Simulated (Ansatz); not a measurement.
# ZnO: the cost of one run

Program: Ansatz 0.2.0. Level of theory: DFT PBEsol, scalar-relativistic, plane waves, PAW. These are calculated values, not measurements.

1 further run of the same task is left out (set aside as unsound or not needed).

## (1) The starting structure

Symmetry: P6_3mc, No. 186, hexagonal system. Conventional cell: a = 3.230 Å, b = 3.230 Å, c = 5.214 Å, α = 90.00°, β = 90.00°, γ = 120.00°. Zn (site symmetry 3m) is surrounded by 4 O at 1.97 to 1.98 Å. Around O (site symmetry 3m) lie 4 Zn at 1.97 to 1.98 Å.

As a file:

```xyz
4
Lattice="3.2301 0.0000 0.0000 -1.6150 2.7973 0.0000 0.0000 0.0000 5.2141" Properties=species:S:1:pos:R:3 pbc="T T T"
Zn    0.0000    1.8649    2.6072
Zn    1.6150    0.9324    0.0002
O     1.6150    0.9324    1.9760
O     0.0000    1.8649    4.5831
```

It is the result of an earlier relaxation at this level (volume 11.78 Å³/atom; gap on the mesh: 0.70 eV).

Bulk energy on matching settings, from an earlier run: -1921.0645 eV/atom.

## (2) Cutting the (100) slab

Planes are indexed in the bulk's conventional cell (P6_3mc (No. 186)), a = 3.230 Å, b = 3.230 Å, c = 5.214 Å, α = 90.00°, β = 90.00°, γ = 120.00°.

Cut from the relaxed bulk: a (100) slab, 12.1 Å thick as cut, with 15 Å of vacuum; its outer planes are ZnO (top) and ZnO (bottom).

The slab as cut. Its planes from the bottom up:

```tsv
plane	atoms per cell	height over the lowest (Å)
1	ZnO	0.00
2	ZnO	0.93
3	ZnO	2.80
4	ZnO	3.73
5	ZnO	5.59
6	ZnO	6.53
7	ZnO	8.39
8	ZnO	9.32
9	ZnO	11.19
10	ZnO	12.12
```

## (3) Single point on the unrelaxed (100) slab

The cell repeats along c, and a dipole correction in the vacuum removes the field between the copies.

Contents of input.yaml:

```yaml
crystal:
  lattice:
    - [3.2300572044, 0.0, 0.0]
    - [0.0, 5.2141142718, 0.0]
    - [0.0, 0.0, 27.1216835768]
  atoms:
    - { symbol: Zn, position: [0.0, 0.4999673603, 0.2765315058] }
    - { symbol: O, position: [0.0, 0.1210226397, 0.2765315058] }
    - { symbol: Zn, position: [0.5, 0.9999673603, 0.3109112742] }
    - { symbol: O, position: [0.5, 0.6210226397, 0.3109112742] }
    - { symbol: Zn, position: [0.5, 0.4999673603, 0.3796708108] }
    - { symbol: O, position: [0.5, 0.1210226397, 0.3796708108] }
    - { symbol: Zn, position: [0.0, 0.9999673603, 0.4140505792] }
    - { symbol: O, position: [0.0, 0.6210226397, 0.4140505792] }
    - { symbol: Zn, position: [0.0, 0.4999673603, 0.4828101158] }
    - { symbol: O, position: [0.0, 0.1210226397, 0.4828101158] }
    - { symbol: Zn, position: [0.5, 0.9999673603, 0.5171898842] }
    - { symbol: O, position: [0.5, 0.6210226397, 0.5171898842] }
    - { symbol: Zn, position: [0.5, 0.4999673603, 0.5859494208] }
    - { symbol: O, position: [0.5, 0.1210226397, 0.5859494208] }
    - { symbol: Zn, position: [0.0, 0.9999673603, 0.6203291892] }
    - { symbol: O, position: [0.0, 0.6210226397, 0.6203291892] }
    - { symbol: Zn, position: [0.0, 0.4999673603, 0.6890887258] }
    - { symbol: O, position: [0.0, 0.1210226397, 0.6890887258] }
    - { symbol: Zn, position: [0.5, 0.9999673603, 0.7234684942] }
    - { symbol: O, position: [0.5, 0.6210226397, 0.7234684942] }
basis:
  ecutwfc: 420
kpoints:
  mp_grid: { grid: [8, 5, 1] }
hamiltonian:
  xc: pbesol
scf:
  occupations: { method: gaussian, width: 0.05 }
output:
  forces: true
  stress: true
  eigenvalues: true
efield:
  axis: 3
  dipole_correction: true
```

Started as:

```sh
> ansatz run input.yaml --threads 2 --pin off --max-ram 5120MiB --backend cpu --events-out ev --progress --plain --runs-dir out
```

Q: Estimate wall time and peak memory on 2 threads of AMD EPYC 7R43 (Zen 3), shared host.

About 60 s, with a peak of 1.2 GiB.
